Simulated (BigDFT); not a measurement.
NaCl in BigDFT: convergence with k mesh

Crystal: NaCl.

```
Cl Na
1.0
     3.50219    0.00000    0.00000
     0.00000    3.50219    0.00000
     0.00000    0.00000    3.50219
Cl Na
1 1
Cartesian
  1.7511 1.7511 1.7511
  0.0000 0.0000 0.0000
```

Measurements of this composition are mostly on another form, of space group No. 225.

```yaml
Program: BigDFT 1.9.6
Task: single point
Functional: PBE
Potentials_or_basis: UZH-GTH-PBE (Cl q7, Na q1)
Grid_spacing: 0.4728 bohr
k_mesh: 2 × 2 × 2
Occupations: fixed
Spin: no spin polarisation
```

These are the settings of the first run; the series varies k mesh, with any setting tied to it.

Hardware: 1 thread of Intel(R) Xeon(R) Processor @ 2.70GHz, on a shared host.

Question: The values tried are 2 × 2 × 2, 3 × 3 × 3, 4 × 4 × 4, 5 × 5 × 5, 6 × 6 × 6, 8 × 8 × 8, 9 × 9 × 9, 10 × 10 × 10, loosest first. From which on does the pressure stay within 0.1 GPa of the tightest run that finished?

Answer: From 5 × 5 × 5 on.

| k mesh | energy less the tightest run, at zero smearing (meV/atom) | pressure (GPa) | SCF cycles | CPU time (s) | peak memory (GiB) |
| --- | --- | --- | --- | --- | --- |
| 2 × 2 × 2 | 241.75 | 3.27 | 14 | 11 | 0.12 |
| 3 × 3 × 3 | 24.18 | -0.01 | 12 | 7.6 | 0.12 |
| 4 × 4 × 4 | 4.13 | -0.39 | 13 | 26 | 0.24 |
| 5 × 5 × 5 | 0.71 | -0.47 | 13 | 27 | 0.23 |
| 6 × 6 × 6 | 0.15 | -0.49 | 13 | 48 | 0.46 |
| 8 × 8 × 8 | 0.01 | -0.49 | 13 | 97 | 0.73 |
| 9 × 9 × 9 | 0.00 | -0.49 | 13 | 90 | 0.73 |
| 10 × 10 × 10 | 0.00 | -0.49 | 13 | 150 | 1.1 |

Against the tightest run, the energy stays within 1 meV/atom from 5 × 5 × 5 on. Meshes of other sizes hit other points, so gaps and Fermi surfaces needn't settle smoothly. The tightest run that finished is the yardstick and may itself not be fully converged.

Caveat, for the tightest run too: the log prints the pressure with the opposite sign.
